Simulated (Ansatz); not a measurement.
# AlAs: the cost of one run

Program: Ansatz 0.2.0. Level of theory: DFT LDA, scalar-relativistic, plane waves, PAW. These are calculated values, not measurements.

1 further run of the same task is left out (set aside as unsound or not needed).

### 1 The starting structure

Symmetry: F-43m, No. 216, cubic system. Conventional cell: a = 5.629 Å, b = 5.629 Å, c = 5.629 Å, α = 90.00°, β = 90.00°, γ = 90.00°. Around Al (site symmetry -43m) lie 4 As at 2.44 Å. As (site symmetry -43m) is surrounded by 4 Al at 2.44 Å.

As a file:

```cif
data_structure
_symmetry_space_group_name_H-M 'F-43m'
_symmetry_Int_Tables_number 216
_cell_length_a 5.6290
_cell_length_b 5.6290
_cell_length_c 5.6290
_cell_angle_alpha 90.000
_cell_angle_beta 90.000
_cell_angle_gamma 90.000
_cell_volume 178.36
loop_
_atom_site_label
_atom_site_type_symbol
_atom_site_symmetry_multiplicity
_atom_site_Wyckoff_symbol
_atom_site_fract_x
_atom_site_fract_y
_atom_site_fract_z
_atom_site_occupancy
Al1 Al 4 a 0.00000 0.00000 0.00000 1
As1 As 4 d 0.25000 0.25000 0.75000 1
```

It goes back to an entry of the Materials Project.

This cell was relaxed beforehand with the same method: volume 22.30 Å³/atom, gap on the mesh 1.32 eV.

### 2 Band edges and mean potential of the bulk

Input file input.yaml:

```yaml
crystal:
  lattice:
    - [0.0, 2.8145100563, 2.8145100563]
    - [2.8145100563, 0.0, 2.8145100563]
    - [2.8145100563, 2.8145100563, 0.0]
  atoms:
    - { symbol: Al, position: [0.0, 0.0, 0.0] }
    - { symbol: As, position: [0.25, 0.25, 0.25] }
basis:
  ecutwfc: 420
kpoints:
  mp_grid: { grid: [8, 8, 8] }
  band_path: { path: [VBM, CBM], npoints: 2 }
hamiltonian:
  xc: lda
scf:
  occupations: { method: gaussian, width: 0.02 }
output:
  forces: true
  stress: true
  eigenvalues: true
  write_density: true
  write_potential: true
  elf: true
  volumetric_format: npy
```

Run with:

```
> ansatz run input.yaml --threads 4 --pin off --max-ram 8192MiB --backend cpu --events-out ev --progress --plain --runs-dir out
```

What time and memory should one allow on 4 threads of Intel Xeon Platinum 8259CL at 2.50GHz (Skylake/Cascade Lake), shared host?

About 2.2 s, with a peak of 0.37 GiB.
